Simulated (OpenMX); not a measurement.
The system is CuO.

```
CELL_PARAMETERS angstrom
0.00000 2.32725 2.32725
2.32725 0.00000 2.32725
2.32725 2.32725 0.00000
ATOMIC_POSITIONS crystal
Cu 0.00000 0.00000 0.00000
O 0.25000 0.25000 0.25000
```

Measurements of this composition are mostly on another form, of space group No. 15.

| Property | Result |
| --- | --- |
| Program | OpenMX 3.8.5 |
| Task | single point |
| Functional | PBE |
| Potentials or basis | OpenMX 2013 PBE set, Cu6.0H-s3p2d2, O6.0-s2p2d1, grid cutoff 500 Ry |
| k mesh | 11 × 11 × 11 |
| Occupations | fermi-dirac, width 0.05 eV |
| Spin | no spin polarisation |

On this cell: pressure -7.1 GPa; largest force zero by symmetry; band gap on the k mesh none (metal or under the smearing width).

The same run follows on a disturbed copy (atoms moved at random, drawn with an rms of 0.05 Å):

```
CELL_PARAMETERS angstrom
0.00000 2.32725 2.32725
2.32725 0.00000 2.32725
2.32725 2.32725 0.00000
ATOMIC_POSITIONS crystal
Cu 0.00319 0.99960 0.00189
O 0.24052 0.23968 0.27071
```

**Question.** What does the disturbed cell give?

**Answer.** The energy (extrapolated to zero smearing) moves by +2.5 meV/atom; pressure -6.8 GPa; largest force 0.222 eV/Å; band gap on the k mesh none (metal or under the smearing width).

Forces on the atoms (eV/Å):
```
Cu   0.050  0.033 -0.214
O   -0.075 -0.066  0.164
```

The forces don't sum to zero, so they hold noise of the program's grid.

Caveats: the basis of atomic orbitals isn't converged, which shifts pressures, moduli and gaps; an odd number of electrons without spin polarisation forces a metal; a magnetic or distorted state may lie lower; the run has no spin polarisation, though such a crystal can be magnetic; semilocal functionals often make such compounds metallic where correlation or magnetic order opens a gap, which also shifts bond lengths.
